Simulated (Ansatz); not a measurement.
Ionic part of the dielectric constant of AlP at 35 GPa, mode by mode

Theory: DFT LDA, scalar-relativistic, plane waves, PAW (Ansatz). Settings: 420 eV plane-wave cutoff, Γ-centred 10×10×10 mesh, fixed occupations. No spin polarisation. Phonons by linear response, acoustic sum rule imposed.

It takes space group F-43m (No. 216, cubic). The conventional cell has a = 5.016 Å, b = 5.016 Å, c = 5.016 Å, α = 90.00°, β = 90.00°, γ = 90.00°. Around Al (site symmetry -43m) lie 4 P at 2.17 Å. Around P (site symmetry -43m) lie 4 Al at 2.17 Å.

Other phases may be more stable at this pressure. The bands were filled as in an insulator; under compression the gap may have closed between mesh points.

The primitive cell has V = 31.55 Å³ and ε∞,xx = 8.522. Each polar mode adds Δε = (4.92064×10⁷/V)·S/ν² along x, with S its oscillator strength in e²/amu, ν in cm⁻¹ and V in Å³.

Q: From these modes, find each Δε and ε0,xx.
```tsv
ν (cm⁻¹)	S_xx (e²/amu)
583.3	0.3012
```

A:
```
ν (cm⁻¹)    Δε
   583.3  1.38
```

The sum is 1.381, so ε0,xx = 9.90; the run's tensor has 9.90.

Q: Where do the longitudinal modes lie for a wave vector along x?

A: At 629 cm⁻¹. The Lyddane–Sachs–Teller product Π(ν_LO/ν_TO)² = 1.16 matches ε0/ε∞ = 1.16.

Cost: 1 run of about 0.73 core-minutes, on Intel Xeon Processor @ 2.70GHz (shared hosts).

Electrons supply most of the static dielectric response of AlP here: the lattice adds only 1.38 to an ε∞ of 8.522. Zinc blende has a single, triply degenerate optical mode at the zone centre, so the whole ionic part comes from the Al and P sublattices moving against each other. That part is modest because the bonding is polar but largely covalent, and the stiff bonds between two light atoms put the transverse mode at 583.3 cm⁻¹; the contribution falls with the square of this frequency.

The same dipole produces the macroscopic field that lifts the longitudinal mode to 629 cm⁻¹, a field weakened by the strong electronic screening. If LDA overestimates ε∞, as it commonly does in semiconductors, the splitting would be somewhat too small for a given oscillator strength. The Lyddane–Sachs–Teller agreement confirms internal consistency, not the accuracy of either dielectric constant. With only one pressure computed, how compression shifts the balance between bond stiffening and changes in effective charge remains open.
